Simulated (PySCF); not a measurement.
Molecule: `c1ccncc1`, C₅H₅N.

Numbering as in the mapped SMILES `[cH:1]1[cH:2][cH:3][n:4][cH:5][cH:6]1`; H(Xn) means a hydrogen on atom n.

Spin–spin couplings on one PBE0-D3(BJ)/def2-SVP geometry, PySCF 2.14.0 with density-fitted response routines, gas phase, non-relativistic, equivalent pairs averaged (spin–dipole term only in couplings to heteroatoms); isotopes $^{13}$C, $^{1}$H; basis pcJ-1.

Reference values (Hz): $^{3}J$(C3,H(C5)) = 10.9 (measured; liquid or solution; F. J. Weigert, PhD thesis, Caltech 1968 (Carbon-13 magnetic resonance spectroscopy)); $^{1}J$(C2,H(C2)) = 162.5 (measured; liquid or solution; F. J. Weigert, PhD thesis, Caltech 1968 (Carbon-13 magnetic resonance spectroscopy)); $^{3}J$(C2,H(C6)) = 6.4 (measured; liquid or solution; F. J. Weigert, PhD thesis, Caltech 1968 (Carbon-13 magnetic resonance spectroscopy)); $^{3}J$(C3,C6) = 13.9 (measured; liquid or solution; F. J. Weigert, PhD thesis, Caltech 1968 (Carbon-13 magnetic resonance spectroscopy)).

**Question.** How do the couplings (Hz) change with the functional? Times are CPU seconds on shared hosts with different chips, so compare them loosely.

**Answer.** 
```tsv
functional	functions	$^{3}J$(C3,H(C5))	$^{1}J$(C2,H(C2))	$^{3}J$(C2,H(C6))	$^{3}J$(C3,C6)	mean abs. error	core-s
LDA	212	9.5	133.0	5.0	12.6	8.4	14
PBE	212	11.6	155.8	6.0	13.2	2.1	20
KT2	212	13.1	166.3	6.7	12.2	2.0	21
B3LYP	212	12.2	170.0	6.8	13.2	2.5	23
PBE0	212	12.2	161.6	6.9	13.6	0.8	21
B97-2	212	11.5	154.5	6.5	13.5	2.3	21
BHandHLYP	212	14.4	183.2	9.0	16.3	7.3	24
CAM-B3LYP	212	12.2	168.1	7.1	13.2	2.1	28
```

Errors compare magnitudes, without vibrational corrections, and the largest couplings weigh most in the mean. Closest: PBE0; furthest: LDA. Left out for a near triplet instability: HF/pcJ-1.
